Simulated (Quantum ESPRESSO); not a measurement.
Input of a Quantum ESPRESSO 7.5 run:

pw.in

```
&CONTROL
  calculation = 'scf'
  prefix = 'pwscf'
  outdir = './tmp'
  pseudo_dir = './pseudo'
  tprnfor = .true.
  tstress = .true.
  disk_io = 'low'
/
&SYSTEM
  ibrav = 0
  nat = 2
  ntyp = 2
  ecutwfc = 56
  nbnd = 16
  input_dft = 'blyp'
  occupations = 'smearing'
  smearing = 'fd'
  degauss = 0.00367493
/
&ELECTRONS
  conv_thr = 4d-10
  electron_maxstep = 120
  mixing_beta = 0.5
/
ATOMIC_SPECIES
Pb   207.2000 Pb.upf
S     32.0600 S.upf
CELL_PARAMETERS angstrom
   0.0000000000    2.9657500000    2.9657500000
   2.9657500000    0.0000000000    2.9657500000
   2.9657500000    2.9657500000    0.0000000000
ATOMIC_POSITIONS angstrom
Pb     0.0000000000    0.0000000000    0.0000000000
S      2.9657500000    2.9657500000    2.9657500000
K_POINTS automatic
8 8 8 1 1 1
```

File gamma.in:

```
&CONTROL
  calculation = 'bands'
  prefix = 'pwscf'
  outdir = './tmp'
  pseudo_dir = './pseudo'
  disk_io = 'low'
  verbosity = 'high'
/
&SYSTEM
  ibrav = 0
  nat = 2
  ntyp = 2
  ecutwfc = 56
  nbnd = 16
  input_dft = 'blyp'
  occupations = 'smearing'
  smearing = 'fd'
  degauss = 0.00367493
/
&ELECTRONS
  conv_thr = 1d-08
  electron_maxstep = 120
  mixing_beta = 0.5
  diago_full_acc = .true.
  startingwfc = 'random'
/
ATOMIC_SPECIES
Pb   207.2000 Pb.upf
S     32.0600 S.upf
CELL_PARAMETERS angstrom
   0.0000000000    2.9657500000    2.9657500000
   2.9657500000    0.0000000000    2.9657500000
   2.9657500000    2.9657500000    0.0000000000
ATOMIC_POSITIONS angstrom
Pb     0.0000000000    0.0000000000    0.0000000000
S      2.9657500000    2.9657500000    2.9657500000
K_POINTS crystal
1
0.0 0.0 0.0 1
```

The input scf2.in:

```
&CONTROL
  calculation = 'scf'
  prefix = 'pwscf'
  outdir = './tmp'
  pseudo_dir = './pseudo'
  tprnfor = .true.
  tstress = .true.
  disk_io = 'low'
/
&SYSTEM
  ibrav = 0
  nat = 2
  ntyp = 2
  ecutwfc = 56
  nbnd = 16
  input_dft = 'blyp'
  occupations = 'fixed'
/
&ELECTRONS
  conv_thr = 1d-13
  electron_maxstep = 120
  mixing_beta = 0.5
  startingpot = 'file'
/
ATOMIC_SPECIES
Pb   207.2000 Pb.upf
S     32.0600 S.upf
CELL_PARAMETERS angstrom
   0.0000000000    2.9657500000    2.9657500000
   2.9657500000    0.0000000000    2.9657500000
   2.9657500000    2.9657500000    0.0000000000
ATOMIC_POSITIONS angstrom
Pb     0.0000000000    0.0000000000    0.0000000000
S      2.9657500000    2.9657500000    2.9657500000
K_POINTS automatic
8 8 8 1 1 1
```

ph.in

```
dielectric of PbS
&INPUTPH
  prefix = 'pwscf'
  outdir = './tmp'
  tr2_ph = 1d-18
  fildyn = 'dyn'
  niter_ph = 90
  alpha_mix(1) = 0.7
  epsil = .true.
  trans = .false.
  zeu = .true.
/
0.0000000000 0.0000000000 0.0000000000
```

Potentials or basis: PseudoDojo 0.4.1 SR PBE standard.

Launch:

```sh
$ OMP_NUM_THREADS=1 pw.x -in pw.in > pw.out
$ OMP_NUM_THREADS=1 pw.x -in gamma.in > gamma.out
$ OMP_NUM_THREADS=1 pw.x -in scf2.in > scf2.out
$ OMP_NUM_THREADS=1 ph.x -in ph.in > ph.out
```

Task: What does it give for the electronic dielectric tensor (diagonal)?

Result: 15.72.

Task: Predict the Born charges (mean of the diagonal).

Result: Pb +4.50; S -4.50 e.

Task: Estimate the pressure.

Result: 6.1 GPa.

Electronic dielectric tensor:
```
15.72  0.00  0.00
 0.00 15.72  0.00
 0.00  0.00 15.72
```

Caveat: the potentials were made for another functional, which shifts forces and pressure; the cell is more than 3 GPa from zero pressure, which shifts response properties. Spin-orbit coupling is left out, which matters for the levels of Pb.

**Measured values to compare with.**

From a printed reference work, monograph, for a bulk crystal of PbS at 300 K: high-frequency dielectric constant 17.2.

A measured high-frequency dielectric constant of PbS is 17.2 (300 K; a printed reference work, monograph); the calculated 15.72 misses it by -8.6 %.
